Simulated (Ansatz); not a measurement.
# Ga (I4/mmm) in Ansatz: notebook

One crystal, Ga, is run at these levels: PBE; tasks: single point.

Everything below comes from runs of Ansatz 0.2.0. Logs are shortened: lines on timing, memory, paths and dates and some standing lists are left out, and cuts for length are marked.

## 1. Starting point

The structure is tetragonal, space group I4/mmm (No. 139). The conventional cell has a = 2.769 Å, b = 2.769 Å, c = 4.622 Å, α = 90.00°, β = 90.00°, γ = 90.00°. Around Ga (site symmetry 4/mmm) lie 12 Ga at 2.77 to 3.03 Å.

This isn't the form of Ga at room conditions, which is orthorhombic.

## 2. Single point, PBE

The input, input.yaml:

```yaml
crystal:
  lattice:
    - [-1.3843987196, 1.3843987196, 2.3112238365]
    - [1.3843987196, -1.3843987196, 2.3112238365]
    - [1.3843987196, 1.3843987196, -2.3112238365]
  atoms:
    - { symbol: Ga, position: [0.0, 0.0, 0.0] }
hamiltonian:
  xc: pbe
  pseudopotentials: { kind: paw }
kpoints:
  mp_grid: { grid: [13, 13, 13] }
scf:
  occupations: { method: gaussian, width: 0.021 }
output:
  forces: true
  stress: true
  eigenvalues: true
```

Potentials or basis: Ansatz PAW.

Run with:

```
> ansatz run input.yaml --threads 2 --pin off --max-ram 5632MiB --backend cpu --events-out ev --progress --plain --runs-dir out
```

Output:

```text
Warning: RAYON_NUM_THREADS=2 ignored (pool sized by the plan → 2); use --threads N
Engine: ansatz 0.2.0, aarch64-unknown-linux-gnu
Pseudopotentials: kind: paw
Pseudopotential: Ga, paw, valence charge 13, recommended cutoff 420 eV (normal), Ga.paw.azcp
Functional definition: PBE
  parameter kappa = 0.804
  parameter beta = 0.06672455060314922
  exchange = pbe_x(kappa = kappa, mu = beta*pi^2/3)
  correlation = pbe_c(beta = beta)
Crystal: 1 atoms, lattice volume = 17.718 Å³
Basis set: ecut = 420 eV, 331 PW (Γ), exchange–correlation on 48×48×48 points (8 copies of the dense FFT grid, shifted against one another)
Bands: 11, of which v1, the nominal top of the filled ones, is band 7 counted from 1 (6 counted from 0)
Symmetry: 16 space group operations
Space group: I4/mmm (ITA 139), of the structure as read, at distance tolerance 2.6e-5 Å
k-points: 196 of 2197
Non-local potential: Ga, projectors of the file, l = 0: 2, l = 1: 2, l = 2: 3, l = 3: 1
PAW form: soft (Blöchl's): semilocal exchange-correlation on the pseudo side does not see the compensation charge
PAW one-centre angular grid: Ga, 590 points (default); XC on 64 Gauss nodes
Initial density: superposition of atomic densities (neutral atoms: chi_scale 0, normalization atom), corrected by the library's trained network
Initial wavefunctions: pseudopotential atomic-orbital guess
Functional: x = pbe(κ = 0.804, μ = 0.2195149727645171), c = pbe(β = 0.06672455060314922)
SCF iter   1: F=—  HF=-3782.986907 eV  |F-HF|=—  |Δ(HF+E_count)|=         —  Δρ=1.41e-3  dr2=1.49e-4  ethr=1.77e-3  ⟨swp⟩=5.8  Hψ=12663  notcnv=0
preconditioner: auto → none  [insulator: Δε(μ)=0.060 eV  Ē_g=22.006 eV  σ=0.021 eV  W_gap=0.90  n_scr=0 (ndim 8)  ℏωp=31.8 eV  f_vac=0.000  D(μ)=0.18/eV (n_scr^D=0)  ε∞_Penn≈3.1]
SCF iter   2: F=—  HF=-3782.986791 eV  |F-HF|=—  |Δ(HF+E_count)|=   1.16e-4  Δρ=5.12e-4  dr2=4.14e-5  ethr=1.15e-6  ⟨swp⟩=2.0  Hψ=5091  notcnv=0  defer=1
SCF iter   3: F=—  HF=-3782.986788 eV  |F-HF|=—  |Δ(HF+E_count)|=   3.20e-6  Δρ=3.26e-4  dr2=7.66e-6  ethr=3.18e-7  ⟨swp⟩=2.0  Hψ=3319  notcnv=0  defer=1
SCF iter   4: F=—  HF=-3782.986791 eV  |F-HF|=—  |Δ(HF+E_count)|=   3.00e-6  Δρ=1.10e-4  dr2=1.11e-6  ethr=5.89e-8  ⟨swp⟩=2.0  Hψ=3156  notcnv=0  defer=1
iter 5 did not close the SCF: its close was put off for the readings that it lacked (scf_convergence_deferred on its scf_iter line)
SCF iter   5: F=-3782.986790 eV  HF=-3782.986790 eV  |F-HF|=1.34e-9  |Δ(HF+E_count)|=   9.01e-7  Δρ=7.54e-6  dr2=3.33e-9  ethr=8.52e-9  ⟨swp⟩=2.0  Hψ=3317  notcnv=0  defer=1
SCF iter   6: F=-3782.986790 eV  HF=-3782.986790 eV  |F-HF|=5.51e-10  |Δ(HF+E_count)|=   3.19e-9  Δρ=1.89e-6  dr2=2.84e-10  ethr=2.56e-11  ⟨swp⟩=2.6  Hψ=7510  notcnv=0
SCF 1 converged in 6 iterations: F = -3782.986790 eV  dr2 = 2.84e-10
SCF converged after 6 iterations
Free energy (F): -3782.986790 eV
Harris-Foulkes:  -3782.986790 eV  (|F-HF|=5.51e-10)
Internal energy: -3782.986750 eV  (E = F + TS)
E sigma→0 (E₀):  -3782.986770 eV
Entropy (-TS):   -0.000039 eV (-0.039 meV/atom)
Fermi energy:    10.537334 eV
--- Per-component energies (eV) ---
  E_band       = -24.965360
  E_kinetic    = 115.257008
  E_local      = -1738.755965  (includes V_loc(G=0)·N_el)
  E_nonlocal   = 422.362737
  E_hartree    = 820.329628
  E_xc         = -69.707191
  E_vxc        = -58.593180  (∫ρ·V_xc dr)
  E_paw        = -1985.688202  (= ΣΔE_a)
  E_vpaw       = -405.896092  (= ΣTr[D̂ρ^β])
  E_aug_tail   = -0.000081  (compensation charges beyond the density's cutoff)
  E_ewald      = -1346.784685
  E_smearing   = -0.000039  (= −TS)
  E_closure    = 0.000000  (closes the sum)
  Σ components = -3782.986790   (vs F -3782.986790, Δ=0.00e0)
--- Forces (eV/Å), atoms counted from 1 ---
  atom   1  Ga     0.00000000     0.00000000     0.00000000
  max |Σ_I F_I| component: 4.93e-32 eV/Å
--- Stress (GPa, compression-positive) ---
        3.493519      -0.000000      -0.000000
       -0.000000       3.493519       0.000000
       -0.000000       0.000000       3.457542
  P = ⅓ Tr σ = 3.4815 GPa (34.815 kbar)
--- Band table (eV; the first three rows and the last of 196) ---
  k-point 0: bands = ["-4.5001", "-4.3417", "-4.3057", "-4.3057", "-4.1419", "-0.9461", "23.2858", "23.5920", "23.5920", "26.7312", "27.1560"]
  k-point 1: bands = ["-4.4741", "-4.3312", "-4.3190", "-4.2988", "-4.1551", "-0.7100", "21.9094", "22.2651", "22.7927", "24.8707", "27.5486"]
  k-point 2: bands = ["-4.4002", "-4.3559", "-4.3076", "-4.2789", "-4.1930", "0.0045", "19.6117", "20.3960", "21.2096", "22.7867", "27.9246"]
  k-point 195: bands = ["-4.6034", "-4.5090", "-4.1186", "-4.1048", "-4.1009", "6.1886", "6.7762", "16.1417", "17.8945", "21.3602", "23.2774"]
```

Wall time 1.1 s (2 threads of Arm Neoverse V2, shared host); peak memory 0.31 GiB.

What came out:

```
Free energy            : -3782.9868 eV
Pressure               : 3.5 GPa
Band gap on the k mesh : none (metal or under the smearing width)
```

Levels at points of the mesh, in eV from the Fermi level:
```tsv
k point	band 3	band 4	band 5	band 6	band 7	band 8	band 9	band 10
(0.00, 0.00, 0.00)	-14.84	-14.84	-14.68	-11.48	12.75	13.05	13.05	16.19
```

## 3. Single point, PBE

Edit input.yaml of step 2 so:

```diff
@@ -13,3 +13,3 @@
 scf:
-  occupations: { method: gaussian, width: 0.021 }
+  occupations: { method: gaussian, width: 0.022 }
 output:
```

Potentials or basis: Ansatz PAW.

Run with:

```
> ansatz run input.yaml --threads 2 --pin off --max-ram 5632MiB --backend cpu --events-out ev --progress --plain --runs-dir out
```

Wall time 1 s (2 threads of Arm Neoverse V2, shared host); peak memory 0.3 GiB.

It converged, with:

| Item | Value |
| --- | --- |
| Free energy | -3782.9868 eV |
| Pressure | 3.5 GPa |
| Band gap on the k mesh | none (metal or under the smearing width) |

Levels at points of the mesh, in eV from the Fermi level:
| k point | band 3 | band 4 | band 5 | band 6 | band 7 | band 8 | band 9 | band 10 |
| --- | --- | --- | --- | --- | --- | --- | --- | --- |
| (0.00, 0.00, 0.00) | -14.84 | -14.84 | -14.68 | -11.48 | 12.75 | 13.05 | 13.05 | 16.19 |

## 4. Single point, PBE

Edit input.yaml of step 3 so:

```diff
@@ -13,3 +13,3 @@
 scf:
-  occupations: { method: gaussian, width: 0.022 }
+  occupations: { method: gaussian, width: 0.023 }
 output:
@@ -18 +18,5 @@
   eigenvalues: true
+  write_density: true
+  write_potential: true
+  elf: true
+  volumetric_format: npy
```

Run with:

```
> ansatz run input.yaml --threads 2 --pin off --max-ram 5632MiB --backend cpu --events-out ev --progress --plain --runs-dir out
```

It took 1.3 s on 2 threads of Arm Neoverse V2, shared host; peak memory 0.31 GiB.

Results (log left out):

```
Free energy            : -3782.9868 eV
Pressure               : 3.5 GPa
Band gap on the k mesh : none (metal or under the smearing width)
```

Levels at points of the mesh, in eV from the Fermi level:
```tsv
k point	band 4	band 5	band 6	band 7	band 8	band 9
(0.00, 0.00, 0.00)	-14.84	-14.68	-11.48	12.75	13.05	13.05
```

## 5. The runs side by side

```tsv
smearing	gap on the mesh (eV)	pressure (GPa)
gaussian 0.021 eV	none	3.5
gaussian 0.022 eV	none	3.5
gaussian 0.023 eV	none	3.5
```

Alike in all rows: task single point; level PBE; potentials or basis Ansatz PAW; no spin polarisation; cell as given; k mesh 13 × 13 × 13; cutoff (eV) 420.

Every run on the cell as given and a fine mesh finds a metal.

Absolute energies hang on the potentials; compare differences alone.
